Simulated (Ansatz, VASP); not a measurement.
# Two plane-wave programs on KF

File POSCAR:

```
KF
1.0
    0.0000000000      2.7403375000      2.8071750000
    2.7403375000      0.0000000000      2.8071750000
    2.7403375000      2.7403375000      0.0000000000
K F
1 1
Direct
    0.0000000000      0.0000000000      0.0000000000
    0.5000000000      0.5000000000      0.5000000000
```

File INCAR.step1:

```
  ALGO = Normal
  EDIFF = 1E-4
  ENCUT = 520
  GGA = PE
  ISMEAR = 0
  LASPH = True
  LCHARG = False
  LREAL = False
  LWAVE = True
  NBANDS = 15
  NELM = 60
  PREC = Accurate
  SIGMA = 0.05
```

INCAR.step2

```
  ALGO = Normal
  EDIFF = 1E-6
  ENCUT = 520
  ISIF = 2
  ISMEAR = 0
  ISTART = 1
  LASPH = True
  LCHARG = False
  LMIXTAU = True
  LREAL = False
  LWAVE = False
  METAGGA = R2SCAN
  NBANDS = 15
  NELM = 60
  PREC = Accurate
  SIGMA = 0.05
```

KPOINTS

```
k-points
0
Gamma
  8 8 8
```

Input for Ansatz:

```yaml
crystal:
  lattice:
    - [0.0, 2.7403375, 2.807175]
    - [2.7403375, 0.0, 2.807175]
    - [2.7403375, 2.7403375, 0.0]
  atoms:
    - { symbol: K, position: [0.0, 0.0, 0.0] }
    - { symbol: F, position: [0.5, 0.5, 0.5] }
basis:
  ecutwfc: 500
kpoints:
  mp_grid: { grid: [8, 8, 8] }
hamiltonian:
  xc: r2scan
scf:
  occupations: { method: gaussian, width: 0.05 }
output:
  forces: true
  stress: true
  eigenvalues: true
```

Change from the starting cell: strain +0.025 along x and y, +0.050 along z, atoms carried along.

Alike in both runs: task single point; functional r2SCAN; k mesh 8 × 8 × 8; occupations gaussian, width 0.05 eV; no spin polarisation.

|  | VASP | Ansatz |
| --- | --- | --- |
| version | VASP 6.6.1 | Ansatz 0.2.0 |
| potentials or method | VASP PAW PBE potentials, release 64 (K_sv, F) | scalar-relativistic, plane waves, PAW |
| plane-wave cutoff (eV) | 520 | 500 |
| valence electrons in the cell | 16 | 16 |

|  | VASP | Ansatz | Ansatz less VASP |
| --- | --- | --- | --- |
| gap on the k mesh at the Fermi level (eV) | 6.32 | 6.32 | +0.001 |
| least direct gap on the mesh (eV) | 6.32 | 6.32 | +0.001 |
| pressure (GPa) | -3.1 | -3.0 | +0.06 |
| largest component of the traceless stress (GPa) | 0.47 | 0.46 | -0.017 |

Caveats: the PAW data sets were made with another functional, which shifts forces and pressure a little (VASP). A k mesh can miss the band edges.
